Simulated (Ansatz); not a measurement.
Runs of Ansatz 0.2.0 on Si. Symmetry: Fd-3m, No. 227, cubic system. The conventional cell has a = 5.444 Å, b = 5.444 Å, c = 5.444 Å, α = 90.00°, β = 90.00°, γ = 90.00°. Si (site symmetry -43m) is surrounded by 4 Si at 2.36 Å. 

```csv
task,level,cell,cutoff (eV),points for each segment of the path,gap on the mesh (eV),pressure (GPa),relaxed volume (Å³/atom)
relaxation of cell and atoms,revPBE+D3(BJ),relaxed,420,-,0.62,0.0,19.62
relaxation of cell and atoms,revPBE,relaxed,420,-,0.71,0.0,20.72
relaxation of cell and atoms,BLYP,relaxed,420,-,(b),0.0,21.16
band structure,BLYP,as given,420,14,(a),4.2,-
band structure,r2SCAN,as given,500,14,0.81,0.0,-
relaxation of cell and atoms,revPBE+D4,relaxed,420,-,0.62,0.0,19.62
relaxation of cell and atoms,RPBE+D4,relaxed,420,-,0.63,0.0,19.54
```

Alike in all rows: potentials or basis Ansatz PAW; no spin polarisation; k mesh 8 × 8 × 8; smearing fermi-dirac 0.05 eV.

Q: Fill in the values left out.

A: (a) 0.84; (b) 0.91.

Caveats: the PAW data sets come from PBE, with cores solved anew for the run's functional, which leaves a small shift of forces and pressure; the plane-wave basis is chosen anew once the cell has moved, so the energies of steps on either side of that aren't comparable (some runs).

A k mesh can miss the band edges.

Runs at the PBE level aren't shown here.
